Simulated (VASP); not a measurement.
**KCl in VASP 6.6.1, single-point calculation**

INCAR

```
LASPH = .TRUE.
IBRION = -1
ISMEAR = -1
GGA = PE
NSW = 0
LCHARG = .FALSE.
LWAVE = .FALSE.
NELM = 54
LREAL = .FALSE.
ISIF = 2
NBANDS = 15
SIGMA = 0.02
PREC = Accurate
EDIFF = 1E-7
ENCUT = 500
```

KPOINTS

```
KPOINTS created by Atomic Simulation Environment
0
Gamma
6 6 6
0 0 0
```

POSCAR

```
K  Cl
 1.0000000000000000
    -0.0233818855000000    3.4839009448999998    3.4839009448999998
     3.4839009448999998   -0.0233818855000000    3.4839009448999998
     3.4839009448999998    3.4839009448999998   -0.0233818855000000
 K   Cl
   1   1
Cartesian
 -0.0055528556104242 -0.0055528556104242 -0.0055528556104242
  1.7416578566854239  1.7416578566854239  1.7416578566854242
```

The recommended PBE PAW datasets give the neutral cell 16 valence electrons.

Command

```
mpirun -np 1 vasp_std
```

**Question.** How does this run end, and what does it give?

**Answer.** It converged. Results: gap between bands v and c on the k mesh 4.79 eV; least direct gap on the k mesh 4.83 eV; pressure 0.4 GPa. Band v is the last that the valence electrons fill when counted band by band, and c is the next.

OSZICAR

```
N       E                     dE             d eps       ncg     rms          rms(c)
DAV:   1     0.102342655368E+03    0.10234E+03   -0.65695E+03   960   0.885E+02
DAV:   2     0.657640775536E+00   -0.10169E+03   -0.93267E+02  1251   0.222E+02
DAV:   3    -0.678816881060E+01   -0.74458E+01   -0.74117E+01  1331   0.539E+01
DAV:   4    -0.709474677758E+01   -0.30658E+00   -0.30646E+00  1599   0.989E+00
DAV:   5    -0.709649463085E+01   -0.17479E-02   -0.17478E-02  1352   0.851E-01    0.352E+00
DAV:   6    -0.662920680629E+01    0.46729E+00   -0.70097E-01  1233   0.376E+00    0.274E+00
DAV:   7    -0.658818393339E+01    0.41023E-01   -0.18899E-01  1338   0.213E+00    0.167E+00
DAV:   8    -0.661156070314E+01   -0.23377E-01   -0.30072E-02  1231   0.116E+00    0.320E-01
DAV:   9    -0.661350572286E+01   -0.19450E-02   -0.20890E-03  1268   0.245E-01    0.169E-01
DAV:  10    -0.661619856129E+01   -0.26928E-02   -0.19153E-03   960   0.264E-01    0.333E-02
DAV:  11    -0.661623574489E+01   -0.37184E-04   -0.57925E-05  1217   0.509E-02    0.760E-03
DAV:  12    -0.661624810240E+01   -0.12358E-04   -0.10936E-05   981   0.265E-02    0.848E-03
DAV:  13    -0.661624863281E+01   -0.53041E-06   -0.21179E-06  1338   0.109E-02    0.227E-03
DAV:  14    -0.661624861322E+01    0.19592E-07   -0.13309E-07  1021   0.269E-03
   1 F= -.66162486E+01 E0= -.66162486E+01  d E =-.100165E-10
```

For comparison, a separate PBE run of the intended cell, on usual settings and not on those above, gives a gap of 4.79 eV on its mesh and a pressure of 0.4 GPa.
